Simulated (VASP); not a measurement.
**BaTiO3: relaxation of shape and atoms at fixed volume with PBE**

Crystal: BaTiO3.

```
Ba Ti O
1.0
     3.96835    0.00000    0.00000
     0.00000    3.96835    0.00000
     0.00000    0.00000    4.19436
Ba Ti O
1 1 3
Cartesian
  3.9684 3.9684 4.1549
  1.9842 1.9842 1.9786
  1.9842 1.9842 0.1749
  1.9842 0.0000 2.1790
  3.9684 1.9842 2.1790
```

The cell isn't the ideal one: a relaxed cell with its volume scaled by 0.98.

| Quantity | Value |
| --- | --- |
| Program | VASP 6.6.1 |
| Task | relaxation of shape and atoms at fixed volume |
| Functional | PBE |
| Potentials or basis | VASP PAW PBE potentials, release 64 (Ba_sv, Ti_sv, O) |
| Cutoff | 600 eV |
| k mesh | 8 × 8 × 8 |
| Occupations | gaussian, width 0.03 eV |
| Spin | no spin polarisation |
| Further INCAR settings | ALGO = Normal; EDIFF = 1e-07; IBRION = 2; EDIFFG = -0.01; NSW = 40; ISIF = 4 |

| Quantity | Value |
| --- | --- |
| Energy gained by relaxing | 1.2 meV/atom |
| Ionic steps | 10 |
| Pressure after relaxing | 1.9 GPa |
| Largest force after relaxing | 0.008 eV/Å |
| Band gap on the k mesh | 1.78 eV, indirect (least direct gap 2.29 eV) |

Forces on the atoms (eV/Å):
```
Ba   0.000  0.000 -0.004
Ti   0.000  0.000 -0.004
O    0.000  0.000  0.008
O    0.000  0.000  0.000
O    0.000  0.000  0.000
```

Step by step:
```
step  energy change (eV)  largest force (eV/Å)  pressure (GPa)
   1              0.0000                0.2680            3.26
   2             -0.0024                0.0602            2.60
   3             -0.0025                0.0495            2.66
   4             -0.0043                0.0474            2.42
   5             -0.0054                0.0483            2.05
   6             -0.0057                0.0340            1.95
   7             -0.0059                0.0299            1.85
   8             -0.0059                0.0141            1.90
   9             -0.0059                0.0118            1.90
  10             -0.0059                0.0081            1.88
```

Final structure:
```
Ba Ti O
1.0
     3.99100    0.00000    0.00000
     0.00000    3.99100    0.00000
     0.00000    0.00000    4.14689
Ba Ti O
1 1 3
Direct
  0.00000 0.00000 0.99511
  0.50000 0.50000 0.47640
  0.50000 0.50000 0.03524
  0.50000 0.00000 0.51812
  0.00000 0.50000 0.51812
```

Levels at points of the mesh, in eV from the valence-band top:
```tsv
k point	band 18	band 19	band 20	band 21	band 22	band 23
(0.00, 0.00, 0.00)	-0.75	-0.51	-0.51	1.78	2.29	2.29
(0.50, 0.00, 0.00)	-1.71	-1.41	-1.20	2.39	3.44	3.52
(0.50, 0.50, 0.00)	-1.13	-1.13	-0.07	3.55	3.55	3.90
(0.00, 0.00, 0.50)	-1.98	-0.74	-0.74	1.91	3.44	3.44
(0.50, 0.00, 0.50)	-1.10	-1.04	-0.43	3.45	3.48	3.76
(0.50, 0.50, 0.50)	-0.35	-0.35	0.00	4.00	4.00	4.08
```

Wall time 4 min on 2 MPI ranks on AMD EPYC 9R45 (Zen 5), with other jobs on the host, peak memory 0.27 GiB a rank.

Caveat: spin-orbit coupling is left out, which moves the levels of the heavy elements. A k mesh can miss the band edges.
